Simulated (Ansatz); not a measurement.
**Fields on a plane of RuO2 (rutile)**

```xyz
6
Lattice="4.4661 0.0000 0.0000 0.0000 4.4661 0.0000 0.0000 0.0000 3.0919" Properties=species:S:1:pos:R:3 pbc="T T T"
Ru     0.0000     0.0000     0.0000
Ru     2.2331     2.2331     1.5459
O      1.3670     1.3670     0.0000
O      3.6001     0.8661     1.5459
O      0.8661     3.6001     1.5459
O      3.0991     3.0991     0.0000
```

The slice is a (-1 1 0) plane (indices of the conventional cell) through the point (0.000, 0.000, 0.000) (fractional), spanned by u = [001] and v = [110] in vectors of this cell: u (3.09 Å) and v (6.32 Å, at 90° to u). It covers one period; positions are fractions (u, v).

Atoms on it: Ru at (0.00, 0.00); Ru at (0.50, 0.50); O at (0.00, 0.31); O at (0.00, 0.69).

All values below come from PBEsol (plane waves to 420 eV, PAW, scalar-relativistic; Ansatz, a first-principles code). k mesh 11×11×15. Inside the PAW spheres the values are not all-electron values, and peaks at nuclei hang on which shells count as valence. RuO2 is run without spin polarisation and with no Hubbard U. RuO2 was relaxed with its symmetry unable to fall.

```
|xxxx0056500xxx|
|xxx002676200xx|
|xx00057875000x|
|00004789874000|
|00147899987410|
|xxx589999985xx|
|xxxx7899987xxx|
|xxxx6777776xxx|
|xxxx3321233xxx|
|xxxx0000000xxx|
|xxx000xxx000xx|
|x2000xxxxx0002|
|5400xxxxxxx004|
|6400xxxxxxx004|
|5400xxxxxxx004|
|x2000xxxxx0002|
|xxx000xxx000xx|
|xxxx0000000xxx|
|xxxx3321233xxx|
|xxxx6777776xxx|
|xxxx7899987xxx|
|xxx589999985xx|
|00147899987410|
|00004789874000|
|xx00057875000x|
|xxx002676200xx|
|xxxx0056500xxx|
|xxxx0046400xxx|
```
Scale: ten equal steps from 3.00 (start of '0') to 11.59 (end of '9'), in the order '0123456789'. Values: electrostatic potential energy of an electron, from the cell's mean, in eV. The map has 14 points along u (one character each, u = 0 at the left) and 28 along v (v = 0 in the bottom row). Points within 0.8 Å of a nucleus are blanked (x), as the pseudised field means little there. Values under 3 eV are set to 3. The zero, the cell's mean, hangs on the PAW cores.

```
|xx88410001488x|
|78874100014788|
|55542100012455|
|22211000001122|
|55321000001235|
|99862000002689|
|x8985100015898|
|xx99621112699x|
|xx99522322599x|
|xx98324642389x|
|99841378731489|
|76313578753136|
|211367xxx76311|
|001488xxx88410|
|211367xxx76311|
|76313578753136|
|99841378731489|
|xx98324642389x|
|xx99522322599x|
|xx99621112699x|
|x8985100015898|
|99862000002689|
|55321000001235|
|22211000001122|
|55542100012455|
|78874100014788|
|xx88410001488x|
|xx88410001488x|
```
Scale: ten equal steps from 0.03 (start of '0') to 0.83 (end of '9'), in the order '0123456789'. Values: electron localisation function (ELF). The map has 14 points along u (one character each, u = 0 at the left) and 28 along v (v = 0 in the bottom row). Points within 0.4 Å of a nucleus are blanked (x), as the pseudised field means little there.

| Item | Result |
|---|---|
| Density on the Ru–O line (1.93 Å) at its density minimum, 1.0 Å from Ru | 0.96 e/Å³ |
| ELF at that point | 0.3 |
